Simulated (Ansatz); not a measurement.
# Si2Ni under changes of volume

One of the cells (13.166 Å³/atom); the others are scaled copies at fixed shape and fractional positions:

```
Ni Si
1.0
     0.00000    2.70300    2.70300
     2.70300    0.00000    2.70300
     2.70300    2.70300    0.00000
Ni Si
1 2
Cartesian
  0.0000 0.0000 0.0000
  4.0545 4.0545 4.0545
  1.3515 1.3515 1.3515
```

```yaml
Program: Ansatz 0.2.0
Functional: LDA
Potentials_or_basis: Ansatz PAW
Cutoff: "420 eV (not typed: the program's choice for these potentials)"
k_mesh: 9 × 9 × 9
Occupations: fermi-dirac, width 0.05 eV
Spin: collinear spin, ferromagnetic start
Starting_moments: "[1.0, 0.0, 0.0] μB"
```

```tsv
volume (Å³/atom)	energy over the lowest point (meV/atom)	pressure (GPa)
12.376	7.27	5.8
12.639	0.78	2.1
12.902	0.00	-1.3
13.166	?	?
13.429	13.71	-7.1
13.692	27.35	-9.6
13.956	44.94	-11.9
```

What does the run at 13.166 Å³/atom give?

Energy over the lowest point 4.47 meV/atom; pressure -4.3 GPa.

Worked out: A Birch-Murnaghan fit of order 3 (a polynomial in V^(-2/3)) to the other rows has its minimum at 12.81 Å³/atom with B0 = V·E''(V) = 160 GPa and B' = 3.5. It gives 4.49 meV/atom at 13.166 Å³/atom, against the run's 4.47, and -dE/dV = -4.2 GPa, against -4.3.

Energies are extrapolated to zero smearing.

Caveats: the PAW data sets come from PBE, with cores solved anew for the run's functional, which leaves a small shift of forces and pressure; the starting moments weren't kept.
